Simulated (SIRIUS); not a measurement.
Here is a SIRIUS 7.10.0 calculation.

The input sirius.json:

```json
{
  "control": {
    "processing_unit": "cpu",
    "verbosity": 2,
    "num_bands_to_print": 21,
    "print_forces": true,
    "print_stress": true
  },
  "parameters": {
    "electronic_structure_method": "pseudopotential",
    "xc_functionals": ["XC_GGA_X_PBE_SOL", "XC_GGA_C_PBE_SOL"],
    "gk_cutoff": 9.3,
    "pw_cutoff": 18.6,
    "ngridk": [8, 8, 8],
    "shiftk": [0, 0, 0],
    "smearing": "fermi_dirac",
    "smearing_width": 0.0018374661,
    "num_bands": 21,
    "num_mag_dims": 0,
    "num_dft_iter": 100,
    "energy_tol": 1e-08,
    "density_tol": 1e-06
  },
  "iterative_solver": {
    "type": "davidson",
    "min_tolerance": 1e-09,
    "tolerance_scale": [0.1, 0.25]
  },
  "mixer": {
    "type": "anderson",
    "beta": 0.7,
    "max_history": 8
  },
  "settings": {
    "tol_ne": 1e-10,
    "pseudo_grid_cutoff": 6.5
  },
  "unit_cell": {
    "lattice_vectors": [
      [0.0, 5.150448552668, 5.150448552668],
      [5.150448552668, 0.0, 5.150448552668],
      [5.150448552668, 5.150448552668, 0.0]
    ],
    "atom_coordinate_units": "lattice",
    "atom_types": ["Se", "Mg"],
    "atom_files": {
      "Mg": "Mg.json",
      "Se": "Se.json"
    },
    "atoms": {
      "Se": [
        [0.5, 0.5, 0.5]
      ],
      "Mg": [
        [0.0, 0.0, 0.0]
      ]
    }
  }
}
```

Potentials or basis: PseudoDojo 0.4.1 PBEsol standard (scalar relativistic).

Launch:

```bash
$ upf_to_json Mg.upf
$ upf_to_json Se.upf
$ OMP_NUM_THREADS=1 sirius.scf --input=sirius.json --output=out.json --task=0
```

Q: Estimate the band gap on the k mesh.

A: 1.77 eV.

Q: What does it give for the pressure?

A: 0.0 GPa.

A k mesh can miss the band edges. Expect the measured gap to be larger: semilocal functionals such as PBEsol lack the derivative discontinuity.
